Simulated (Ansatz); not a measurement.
# Point defect: H interstitial in CaF₂

Method: DFT PBE, scalar-relativistic, plane waves, PAW (Ansatz 0.2.0). Settings: 420 eV cutoff, 2×2×2 k-mesh, Gaussian smearing of 0.01 eV, collinear spin in charge 0 alone.

Host crystal, relaxed:

```xyz
3
Lattice="0.0000 2.7559 2.7559 2.7559 0.0000 2.7559 2.7559 2.7559 0.0000" Properties=species:S:1:pos:R:3 pbc="T T T"
Ca    0.0000    0.0000    0.0000
F     4.1338    4.1338    4.1338
F     1.3779    1.3779    1.3779
```

Supercell of 24 atoms, rows in host cell vectors: -2 0 0; 0 0 -2; 0 -2 0. Atoms relax at the host's cell from a start displaced at random by 0.06 Å near the defect, so other minima may exist. The cell is small, so energies carry finite-size errors of tenths of an eV. The host's Kohn–Sham gap is 7.14 eV.

Defect: H interstitial, charge +1.

Command:

```bash
ansatz run input.yaml --threads 4 --pin off --max-ram 10240MiB --backend cpu --events-out ev --progress --plain --runs-dir out
```

The input:

```yaml
crystal:
  lattice:
    - [0.0, -5.5117620964, -5.5117620964]
    - [-5.5117620964, -5.5117620964, 0.0]
    - [-5.5117620964, 0.0, -5.5117620964]
  atoms:
    - { symbol: Ca, position: [-0.0010543939, 0.4988003115, 0.5023528044] }
    - { symbol: Ca, position: [0.0007120601, 0.9999480614, 0.4997431405] }
    - { symbol: Ca, position: [-0.0010371532, 0.4981559094, 1.0012855849] }
    - { symbol: Ca, position: [0.000207516, 0.9995151738, 1.0002135478] }
    - { symbol: Ca, position: [0.5000815871, 0.4993855969, 0.5002361059] }
    - { symbol: Ca, position: [0.4995019511, 1.0000661232, 0.4996905324] }
    - { symbol: Ca, position: [0.5023601279, 0.5014224305, 0.9970944317] }
    - { symbol: Ca, position: [0.5015356107, 0.9998235917, 1.0016440254] }
    - { symbol: F, position: [0.1254744429, 0.1249933996, 0.125636247] }
    - { symbol: F, position: [0.1250079566, 0.6234537817, 0.1252396307] }
    - { symbol: F, position: [0.1257990985, 0.1247830516, 0.6241677595] }
    - { symbol: F, position: [0.1295376929, 0.6223149178, 0.622941505] }
    - { symbol: F, position: [0.6240198009, 0.1245918256, 0.1260413649] }
    - { symbol: F, position: [0.6262944278, 0.6236446488, 0.1302973759] }
    - { symbol: F, position: [0.6232698554, 0.128948996, 0.6217677274] }
    - { symbol: F, position: [0.6238329556, 0.623002403, 0.6250649448] }
    - { symbol: F, position: [0.3744273302, 0.3745033006, 0.3743694927] }
    - { symbol: F, position: [0.3745196526, 0.8755624979, 0.374939982] }
    - { symbol: F, position: [0.3749979287, 0.3736600583, 0.8764715686] }
    - { symbol: F, position: [0.3686921653, 0.8743142596, 0.8777795837] }
    - { symbol: F, position: [0.8763816474, 0.3736791528, 0.375338943] }
    - { symbol: F, position: [0.8781102555, 0.8729666738, 0.3726216977] }
    - { symbol: F, position: [0.8774318537, 0.3683296937, 0.8780514893] }
    - { symbol: F, position: [0.871390731, 0.8772487368, 0.8742758433] }
    - { symbol: H, position: [0.7513060201, 0.7479701191, 0.7514201205] }
  host:
    lattice:
      - [0.0, 2.7558810482, 2.7558810482]
      - [2.7558810482, 0.0, 2.7558810482]
      - [2.7558810482, 2.7558810482, 0.0]
    atoms:
      - { symbol: Ca, position: [0.0, 0.0, 0.0] }
      - { symbol: F, position: [0.75, 0.75, 0.75] }
      - { symbol: F, position: [0.25, 0.25, 0.25] }
total_charge: 1
basis:
  ecutwfc: 420
  xc_grid: 2
kpoints:
  mp_grid: { grid: [2, 2, 2], shift: [0.0, 0.0, 0.0] }
hamiltonian:
  xc: pbe
scf:
  occupations: { method: gaussian, width: 0.01 }
output:
  forces: true
  stress: false
  eigenvalues: true
  charged_corrections:
    defect_position: [0.75, 0.75, 0.75]
    epsilon: [[8.7475, 0.0, 0.0], [0.0, 8.7475, 0.0], [0.0, 0.0, 8.7475]]
  write_density: true
  write_potential: true
  elf: true
  volumetric_format: npy
relax:
  adjacent_minimum: "off"
  f_tol: 0.025
  max_steps: 45
```

From the output:

```
Warning: RAYON_NUM_THREADS=4 ignored (pool sized by the plan → 4); use --threads N
Crystal: 25 atoms, lattice volume = 334.889 Å³
Basis set: ecut = 420 eV, 6567 PW (Γ), exchange–correlation on 108×108×108 points (8 copies of the dense FFT grid, shifted against one another)
Bands: 121, of which v1, the nominal top of the filled ones, is band 96 counted from 1 (95 counted from 0)
Symmetry: 1 space group operations
Space group: P1 (ITA 1), of the structure as read, at distance tolerance 6.9e-5 Å
k-points: 8
relax step   1: F+E_penalty+E_count = -27535.64980126 eV  Δ(F+E_penalty+E_count) = +0.000e0 eV  max|allowed force component| = 1.115e0 eV/Å  Δτ_max = 0.0000 Å
relax step   2: F+E_penalty+E_count = -27536.18933969 eV  Δ(F+E_penalty+E_count) = -5.395e-1 eV  max|allowed force component| = 8.880e-1 eV/Å  Δτ_max = 0.1427 Å
relax step   3: F+E_penalty+E_count = -27536.41990770 eV  Δ(F+E_penalty+E_count) = -2.306e-1 eV  max|allowed force component| = 6.376e-1 eV/Å  Δτ_max = 0.1784 Å
relax step   4: F+E_penalty+E_count = -27536.71044528 eV  Δ(F+E_penalty+E_count) = -2.905e-1 eV  max|allowed force component| = 9.819e-1 eV/Å  Δτ_max = 0.1966 Å
relax step   5: F+E_penalty+E_count = -27537.20744424 eV  Δ(F+E_penalty+E_count) = -4.970e-1 eV  max|allowed force component| = 1.323e0 eV/Å  Δτ_max = 0.1973 Å
relax step   6: F+E_penalty+E_count = -27538.08572057 eV  Δ(F+E_penalty+E_count) = -8.783e-1 eV  max|allowed force component| = 2.231e0 eV/Å  Δτ_max = 0.1962 Å
relax step   7: F+E_penalty+E_count = -27538.92847906 eV  Δ(F+E_penalty+E_count) = -8.428e-1 eV  max|allowed force component| = 8.088e-1 eV/Å  Δτ_max = 0.1966 Å
relax step   8: F+E_penalty+E_count = -27539.17587388 eV  Δ(F+E_penalty+E_count) = -2.474e-1 eV  max|allowed force component| = 3.585e-1 eV/Å  Δτ_max = 0.1951 Å
relax step   9: F+E_penalty+E_count = -27539.26556039 eV  Δ(F+E_penalty+E_count) = -8.969e-2 eV  max|allowed force component| = 2.527e-1 eV/Å  Δτ_max = 0.2000 Å
relax step  10: F+E_penalty+E_count = -27539.34867706 eV  Δ(F+E_penalty+E_count) = -8.312e-2 eV  max|allowed force component| = 4.657e-1 eV/Å  Δτ_max = 0.1951 Å
relax step  11: F+E_penalty+E_count = -27539.52024748 eV  Δ(F+E_penalty+E_count) = -1.716e-1 eV  max|allowed force component| = 4.952e-1 eV/Å  Δτ_max = 0.1950 Å
relax step  12: F+E_penalty+E_count = -27539.66552469 eV  Δ(F+E_penalty+E_count) = -1.453e-1 eV  max|allowed force component| = 4.818e-1 eV/Å  Δτ_max = 0.1376 Å
relax step  13: F+E_penalty+E_count = -27539.76529045 eV  Δ(F+E_penalty+E_count) = -9.977e-2 eV  max|allowed force component| = 2.091e-1 eV/Å  Δτ_max = 0.2000 Å
relax step  14: F+E_penalty+E_count = -27539.78897477 eV  Δ(F+E_penalty+E_count) = -2.368e-2 eV  max|allowed force component| = 1.547e-1 eV/Å  Δτ_max = 0.1691 Å
relax step  15: F+E_penalty+E_count = -27539.79634666 eV  Δ(F+E_penalty+E_count) = -7.372e-3 eV  max|allowed force component| = 1.310e-2 eV/Å  Δτ_max = 0.0336 Å
relax step  16: F+E_penalty+E_count = -27539.79634730 eV  Δ(F+E_penalty+E_count) = -6.451e-7 eV  max|allowed force component| = 1.332e-2 eV/Å  Δτ_max = 0.0000 Å
SCF converged after 4 iterations
Free energy (F): -27539.796347 eV
E sigma→0 (E₀):  -27539.796347 eV
Fermi energy:    6.702420 eV
```

The relaxation gained 4.15 eV in 16 steps. It took 3 min on 4 threads of Intel(R) Xeon(R) Platinum 8259CL CPU @ 2.50GHz (Skylake/Cascade Lake), on a shared host, peak memory 1.2 GiB.